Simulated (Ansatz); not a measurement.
Runs of Ansatz 0.2.0 on C. Symmetry: C2/m, No. 12, monoclinic system. The conventional cell has a = 4.255 Å, b = 2.457 Å, c = 3.765 Å, α = 90.00°, β = 111.49°, γ = 90.00°. C (site symmetry m) is surrounded by 3 C at 1.42 Å. This is a stacking variant of graphite.

| task | level | potentials or basis | k mesh | cutoff (eV) | basis error allowed | mesh quality | gap on the mesh (eV) | pressure (GPa) | V0 of scaled cells (Å³/atom) | B0 (GPa) | largest force (eV/Å) |
| --- | --- | --- | --- | --- | --- | --- | --- | --- | --- | --- | --- |
| band structure | PBEsol | all-electron LAPW, scalar-relativistic | 13 × 13 × 8 | 529 | 0.001 eV/atom | not flagged | - | (b) | - | - | - |
| equation of state | LDA | all-electron LAPW, scalar-relativistic | 13 × 13 × 8 | - | 0.001 eV/atom | not flagged | - | - | 9.02 | 279 | - |
| single point | HSE06 | all-electron PAW datasets made for the crystal | 8 × 8 × 4 | 670 | - | coarse | (a) | - | - | - | 0.01 |
| equation of state | PBEsol | all-electron LAPW, scalar-relativistic | 13 × 13 × 8 | - | 0.001 eV/atom | not flagged | - | - | 9.18 | 269 | - |
| single point | PBE0 | all-electron PAW datasets made for the crystal | 8 × 8 × 4 | 670 | - | coarse | 2.63 | - | - | - | 0.01 |
| band structure | LDA | all-electron LAPW, scalar-relativistic | 13 × 13 × 8 | 532 | 0.001 eV/atom | not flagged | - | -4.1 | - | - | - |

Alike in all rows: no spin polarisation; cell as given; smearing fermi-dirac 0.05 eV.

Fill in the values left out.

(a) 2.07; (b) 0.9.

Caveats: some runs use coarse meshes; this functional lacks dispersion, which binds the layers, so the pressure and a relaxed spacing across them are unreliable (some runs); the cell was scaled at fixed shape and fractional positions, which overstates the stiffness of a crystal with free parameters, most of all of layers and chains (some runs).

A k mesh can miss the band edges.

Not every run made on this cell is shown here.
